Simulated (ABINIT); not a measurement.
# Sn (I4/mmm) in ABINIT: single point with LDA

Aim: the single point of Sn with LDA.

Program: ABINIT 10.8.3 (patched build). These are calculated values, not measurements. Logs are shortened: lines on timing, memory, paths and dates and some standing lists are left out, and cuts for length are marked. The log counts tension as positive stress, the text compression.

### Step 1. The structure

Symmetry: I4/mmm, No. 139, tetragonal system. The conventional cell has a = 4.058 Å, b = 4.058 Å, c = 3.322 Å, α = 90.00°, β = 90.00°, γ = 90.00°. Around Sn (site symmetry 4/mmm) lie 10 Sn at 3.32 Å.

This isn't the form of Sn at room conditions, which is tetragonal (white tin).

### Step 2. Single point, LDA

Contents of run.abi:

```
pp_dirpath "./"
pseudos "Sn.upf"

acell 3.3156210692 3.3156210692 3.3156210692 Angstrom
rprim
    -0.6120088420     0.6120088420     0.5008895634
     0.6120088420    -0.6120088420     0.5008895634
     0.6120088420     0.6120088420    -0.5008895634
ntypat 1
znucl 50
natom 1
typat 1
xcart
     0.0000000000     0.0000000000     0.0000000000

ecut 38.0

kptopt 1
ngkpt 8 8 8
nshiftk 1
shiftk 0.0 0.0 0.0

ixc 7

nband 15
occopt 3
tsmear 0.05 eV

nstep 100
tolvrs 1.0e-10

iomode 3
prtwf 0
prteig 0
prtebands 0
enunit 2
prtden 1
prtvha 1
prtvclmb 1
prtpot 1
prtelf 1
```

Potentials or basis: PseudoDojo NC SR LDA v0.4 stringent.

Run with:

```sh
$ mpirun --bind-to none -np 4 abinit run.abi > log 2>&1
```

run.abo:

```text
.Version 10.8.3 of ABINIT
 Symmetries : space group I4/m m m (#139); Bravais tI (body-center tetrag.)
================================================================================
 Values of the parameters that define the memory need of the present run
     intxc =       0    ionmov =       0      iscf =       7    lmnmax =       6
     lnmax =       6     mgfft =      36  mpssoang =       3    mqgrid =    3001
     natom =       1  nloc_mem =       1    nspden =       1   nspinor =       1
    nsppol =       1      nsym =      16    n1xccc =    2501    ntypat =       1
    occopt =       3   xclevel =       1
       mpw =        2079          nfft =       46656          nkpt =          59
================================================================================
================================================================================

--------------------------------------------------------------------------------
------------- Echo of variables that govern the present computation ------------
--------------------------------------------------------------------------------
 -outvars: echo values of preprocessed input variables --------
            acell      6.2656157581E+00  6.2656157581E+00  6.2656157581E+00 Bohr
              amu      1.18710000E+02
             ecut      3.80000000E+01 Hartree
           enunit           2
                       outvar_i_n : Printing only first  50 k-points.
              ixc           7
                       outvar_i_n : Printing only first  50 k-points.
         kptrlatt        8    0    0      0    8    0      0    0    8
          kptrlen      5.01249261E+01
            natom           1
            nband          15
            ngfft          36      36      36
             nkpt          59
            nstep         100
             nsym          16
           ntypat           1
                       prtocc : prtvol=0, do not print more k-points.
           occopt           3
        prtebands           0
           prteig           0
           prtelf           1
           prtpot           1
         prtvclmb           1
           prtvha           1
            prtwf           0
            rprim     -6.1200884200E-01  6.1200884200E-01  5.0088956340E-01
                       6.1200884200E-01 -6.1200884200E-01  5.0088956340E-01
                       6.1200884200E-01  6.1200884200E-01 -5.0088956340E-01
          spgroup         139
           tolvrs      1.00000000E-10
           tsmear      1.83746611E-03 Hartree
            typat      1
                       outvars : Printing only first  50 k-points.
            znucl       50.00000

================================================================================

 chkinp: Checking input parameters for consistency.

================================================================================
== DATASET  1 ==================================================================

--- !DatasetInfo
iteration_state: {dtset: 1, }
dimensions: {natom: 1, nkpt: 59, mband: 15, nsppol: 1, nspinor: 1, nspden: 1, mpw: 2079, }
cutoff_energies: {ecut:  38.0, pawecutdg:  -1.0, }
electrons: {nelect:   2.20000000E+01, charge:   0.00000000E+00, occopt:   3.00000000E+00, tsmear:   1.83746611E-03, }
meta: {optdriver: 0, ionmov: 0, optcell: 0, iscf: 7, paral_kgb: 0, }
...

 Exchange-correlation functional for the present dataset will be:
  LDA: Perdew-Wang 92 LSD fit to Ceperley-Alder data - ixc=7
  J.P.Perdew and Y.Wang, PRB 45, 13244 (1992)

 Real(R)+Recip(G) space primitive vectors, cartesian coordinates (Bohr,Bohr^-1):
 R(1)= -3.8346122  3.8346122  3.1383815  G(1)=  0.0000000  0.1303913  0.1593178
 R(2)=  3.8346122 -3.8346122  3.1383815  G(2)=  0.1303913  0.0000000  0.1593178
 R(3)=  3.8346122  3.8346122 -3.1383815  G(3)=  0.1303913  0.1303913  0.0000000
 Unit cell volume ucvol=  1.8459020E+02 bohr^3
 Angles (23,13,12)=  1.04530205E+02  1.04530205E+02  1.19882259E+02 degrees

 getcut: wavevector=  0.0000  0.0000  0.0000  ngfft=  36  36  36
         ecut(hartree)=     38.000   => boxcut(ratio)=   2.07160

--- Pseudopotential description ------------------------------------------------
- pspini: atom type   1  psp file is ./Sn.upf
12 -1012 2 -1 1608                            pspcod,pspxc,lmax,lloc,mmax
     nproj     2     2     2

   6.05234948E+02                                ecore*ucvol(ha*bohr**3)
--------------------------------------------------------------------------------

================================================================================

--- !BeginCycle
iteration_state: {dtset: 1, }
solver: {iscf: 7, nstep: 100, nline: 4, wfoptalg: 0, }
tolerances: {tolvrs: 1.00E-10, }
...

     iter   Etot(hartree)      deltaE(h)  residm     vres2
 ETOT  1  -221.35405737797    -2.214E+02 5.222E-01 7.959E-01
 ETOT  2  -221.48211658393    -1.281E-01 8.230E-03 4.766E+00
 ETOT  3  -221.48283238322    -7.158E-04 1.901E-03 2.314E+00
 ETOT  4  -221.48349599621    -6.636E-04 4.017E-04 3.257E-03
 ETOT  5  -221.48349715939    -1.163E-06 2.663E-04 7.254E-05
 ETOT  6  -221.48349717968    -2.029E-08 6.807E-05 1.227E-06
 ETOT  7  -221.48349718001    -3.322E-10 1.396E-04 1.190E-08
 ETOT  8  -221.48349718002    -4.547E-12 3.119E-05 1.791E-09
 ETOT  9  -221.48349718002     1.450E-12 6.436E-05 1.116E-11

 At SCF step    9       vres2   =  1.12E-11 < tolvrs=  1.00E-10 =>converged.

 Compute ELF
--------------------------------------------------------------------------------

 Compute kinetic energy density

 Compute gradient of the electron density
 Electron Localization Function (ELF) [min:0;max:1]
)     Maximum=    7.7984E-01  at reduced coord.    0.8333    0.9444    0.9444
)     Minimum=    1.4265E-03  at reduced coord.    0.0000    0.0000    0.0000
   Integrated=    5.5244E+01

--------------------------------------------------------------------------------
 End of ELF section

 Cartesian components of stress tensor (hartree/bohr^3)
  sigma(1 1)=  5.61625353E-04  sigma(3 2)=  0.00000000E+00
  sigma(2 2)=  5.61625353E-04  sigma(3 1)=  0.00000000E+00
  sigma(3 3)=  5.86084654E-04  sigma(2 1)=  0.00000000E+00

--- !ResultsGS
iteration_state: {dtset: 1, }
comment   : Summary of ground state results
lattice_vectors:
- [ -3.8346122,   3.8346122,   3.1383815, ]
- [  3.8346122,  -3.8346122,   3.1383815, ]
- [  3.8346122,   3.8346122,  -3.1383815, ]
lattice_lengths: [   6.26562,    6.26562,    6.26562, ]
lattice_angles: [104.530, 104.530, 119.882, ] # degrees, (23, 13, 12)
lattice_volume:   1.8459020E+02
convergence: {deltae:  1.450E-12, res2:  1.116E-11, residm:  6.436E-05, diffor: null, }
etotal    :  -2.21483497E+02
entropy   :   0.00000000E+00
fermie    :   3.16841077E-01
cartesian_stress_tensor: # hartree/bohr^3
- [  5.61625353E-04,   0.00000000E+00,   0.00000000E+00, ]
- [  0.00000000E+00,   5.61625353E-04,   0.00000000E+00, ]
- [  0.00000000E+00,   0.00000000E+00,   5.86084654E-04, ]
pressure_GPa:  -1.6763E+01
xred      :
- [  0.0000E+00,   0.0000E+00,   0.0000E+00, Sn]
cartesian_forces: # hartree/bohr
- [  0.00000000E+00,   0.00000000E+00,   0.00000000E+00, ]
force_length_stats: {min:   0.00000000E+00, max:   0.00000000E+00, mean:   0.00000000E+00, }
...

 Integrated electronic density in atomic spheres:
 ------------------------------------------------
 Atom  Sphere_radius  Integrated_density
    1        2.00000         18.51663056
================================================================================

 ----iterations are completed or convergence reached----

 Mean square residual over all n,k,spin=   88.982E-09; max=  64.365E-06
 reduced coordinates (array xred) for    1 atoms
       0.000000000000      0.000000000000      0.000000000000
 rms dE/dt=  4.4625E-30; max dE/dt=  0.0000E+00; dE/dt below (all hartree)
    1      -0.000000000000     -0.000000000000     -0.000000000000

 cartesian coordinates (angstrom) at end:
    1      0.00000000000000     0.00000000000000     0.00000000000000

 cartesian forces (hartree/bohr) at end:
    1      0.00000000000000     0.00000000000000     0.00000000000000
 frms,max,avg= 0.0000000E+00 0.0000000E+00   0.000E+00  0.000E+00  0.000E+00 h/b

 cartesian forces (eV/Angstrom) at end:
    1      0.00000000000000     0.00000000000000     0.00000000000000
 frms,max,avg= 0.0000000E+00 0.0000000E+00   0.000E+00  0.000E+00  0.000E+00 e/A
 length scales=  6.265615758078  6.265615758078  6.265615758078 bohr
              =  3.315621069200  3.315621069200  3.315621069200 angstroms
 Fermi (or HOMO) energy (hartree) =   0.31684   Average Vxc (hartree)=  -0.40286
 Eigenvalues (hartree) for nkpt=  59  k points:
 kpt#   1, nband= 15, wtk=  0.00195, kpt=  0.0000  0.0000  0.0000 (reduced coord)
  -4.42902   -2.80834   -2.80823   -2.80823   -0.47332   -0.47035   -0.47035   -0.47015
  -0.46617   -0.09248    0.55969    0.55969    0.65072    0.69462    0.73546
      occupation numbers for kpt#   1
   2.00000    2.00000    2.00000    2.00000    2.00000    2.00000    2.00000    2.00000
   2.00000    2.00000    0.00000    0.00000    0.00000    0.00000    0.00000
 prteigrs : prtvol=0 or 1, do not print more k-points.

 Fermi (or HOMO) energy (eV) =   8.62168   Average Vxc (eV)= -10.96236
 Eigenvalues (   eV  ) for nkpt=  59  k points:
 kpt#   1, nband= 15, wtk=  0.00195, kpt=  0.0000  0.0000  0.0000 (reduced coord)
-120.51983  -76.41882  -76.41582  -76.41582  -12.87983  -12.79885  -12.79885  -12.79348
 -12.68512   -2.51655   15.22993   15.22993   17.70697   18.90149   20.01279
 prteigrs : prtvol=0 or 1, do not print more k-points.

--- !EnergyTerms
iteration_state     : {dtset: 1, }
comment             : Components of total free energy in Hartree
kinetic             :  7.67870744056292E+01
hartree             :  7.04167574180271E+01
xc                  : -2.67793333520309E+01
Ewald energy        : -1.22560875473371E+02
psp_core            :  3.27880324358430E+00
local_psp           : -2.16080647851118E+02
non_local_psp       : -6.54513411890090E+00
internal            : -2.21483355728180E+02
'-kT*entropy'       : -1.41451836105949E-04
total_energy        : -2.21483497180016E+02
total_energy_eV     : -6.02687298887606E+03
band_energy         : -2.98096198849942E+01
...

 Cartesian components of stress tensor (hartree/bohr^3)
  sigma(1 1)=  5.61625353E-04  sigma(3 2)=  0.00000000E+00
  sigma(2 2)=  5.61625353E-04  sigma(3 1)=  0.00000000E+00
  sigma(3 3)=  5.86084654E-04  sigma(2 1)=  0.00000000E+00

-Cartesian components of stress tensor (GPa)         [Pressure= -1.6763E+01 GPa]
- sigma(1 1)=  1.65235883E+01  sigma(3 2)=  0.00000000E+00
- sigma(2 2)=  1.65235883E+01  sigma(3 1)=  0.00000000E+00
- sigma(3 3)=  1.72432058E+01  sigma(2 1)=  0.00000000E+00

== END DATASET(S) ==============================================================
================================================================================

 -outvars: echo values of variables after computation  --------
            acell      6.2656157581E+00  6.2656157581E+00  6.2656157581E+00 Bohr
           etotal     -2.2148349718E+02
            fcart      0.0000000000E+00  0.0000000000E+00  0.0000000000E+00
            rprim     -6.1200884200E-01  6.1200884200E-01  5.0088956340E-01
                       6.1200884200E-01 -6.1200884200E-01  5.0088956340E-01
                       6.1200884200E-01  6.1200884200E-01 -5.0088956340E-01
           strten      5.6162535258E-04  5.6162535258E-04  5.8608465373E-04
                       0.0000000000E+00  0.0000000000E+00  0.0000000000E+00
 Calculation completed.
```

It took 25 s on 4 MPI ranks of AMD EPYC, shared host; peak memory 0.24 GiB.

Results:

```
Free energy                                           : -6026.8730 eV
Pressure                                              : -16.8 GPa
Band gap on the k mesh                                : none (metal or under the smearing width)
Valence electrons inside the program's atomic spheres : Sn 18.52 (radii [1.0584] Å)
```

Levels at points of the mesh, in eV from the Fermi level:
```tsv
k point	band 7	band 8	band 9	band 10	band 11	band 12	band 13	band 14	band 15
(0.00, 0.00, 0.00)	-21.42	-21.42	-21.31	-11.14	6.61	6.61	9.09	10.28	11.39
(0.50, 0.00, 0.00)	-21.35	-21.27	-21.25	-5.93	-4.19	2.95	4.24	7.18	7.43
(0.50, 0.50, 0.00)	-21.39	-21.35	-21.26	-7.42	-4.70	5.64	7.59	10.37	10.95
(0.50, 0.50, 0.50)	-21.28	-21.28	-21.25	-3.63	-1.62	-1.62	2.43	3.12	6.14
```

Caveat: so large a pressure means that the cell lies far from this level's equilibrium, or that cutoff or potentials fall short.
